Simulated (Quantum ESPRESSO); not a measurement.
Te in Quantum ESPRESSO: convergence with k mesh

The system is Te.

```
CELL_PARAMETERS angstrom
4.45400 0.00000 0.00000
-2.22700 3.85728 0.00000
0.00000 0.00000 5.92400
ATOMIC_POSITIONS crystal
Te 0.73100 0.73100 0.00000
Te 0.00000 0.26900 0.66667
Te 0.26900 0.00000 0.33333
```

* Program: Quantum ESPRESSO 7.5
* Task: single point
* Functional: PBEsol
* Potentials or basis: GBRV 1.5 PBEsol
* Cutoff: 612 eV
* Density cutoff: 4898 eV
* k mesh: 1 × 1 × 1
* Occupations: fermi-dirac, width 0.136 eV
* Spin: no spin polarisation

These are the settings of the first run; the series varies k mesh, with any setting tied to it.

Hardware: 1 thread of Arm Neoverse V2, with other jobs on the host.

Question: The values tried are 1 × 1 × 1, 2 × 2 × 2, 3 × 3 × 2, 4 × 4 × 3, 5 × 5 × 4, 6 × 6 × 4, 7 × 7 × 5, 8 × 8 × 6, 10 × 10 × 7, loosest first. From which on does the largest force stay within 0.005 eV/Å of the tightest run that finished?

Answer: From 7 × 7 × 5 on.

| k mesh | energy less the tightest run, at zero smearing (meV/atom) | pressure (GPa) | largest force (eV/Å) | SCF cycles | CPU time (s) | peak memory (GiB) |
| --- | --- | --- | --- | --- | --- | --- |
| 1 × 1 × 1 | 2612.95 | 19.16 | 1.323 | 9 | 5.5 | 0.21 |
| 2 × 2 × 2 | 243.66 | 0.63 | 0.536 | 8 | 6.8 | 0.21 |
| 3 × 3 × 2 | 61.30 | -0.55 | 0.043 | 8 | 7.9 | 0.21 |
| 4 × 4 × 3 | 12.20 | -0.83 | 0.213 | 8 | 9.7 | 0.22 |
| 5 × 5 × 4 | 2.42 | -0.94 | 0.201 | 8 | 14 | 0.22 |
| 6 × 6 × 4 | 1.51 | -0.94 | 0.204 | 8 | 18 | 0.23 |
| 7 × 7 × 5 | 0.50 | -0.95 | 0.214 | 8 | 23 | 0.23 |
| 8 × 8 × 6 | 0.04 | -0.96 | 0.217 | 8 | 33 | 0.25 |
| 10 × 10 × 7 | 0.00 | -0.96 | 0.217 | 8 | 50 | 0.27 |

Against the tightest run, the energy stays within 1 meV/atom from 7 × 7 × 5 on; the pressure stays within 0.1 GPa from 5 × 5 × 4 on. Meshes of other sizes hit other points, so gaps and Fermi surfaces needn't settle smoothly. The tightest run that finished is the yardstick and may itself not be fully converged.

Caveat, for the tightest run too: spin-orbit coupling is left out, which moves the levels of the heavy elements; an odd mesh through Γ misses points on the zone boundary, where band edges often lie.
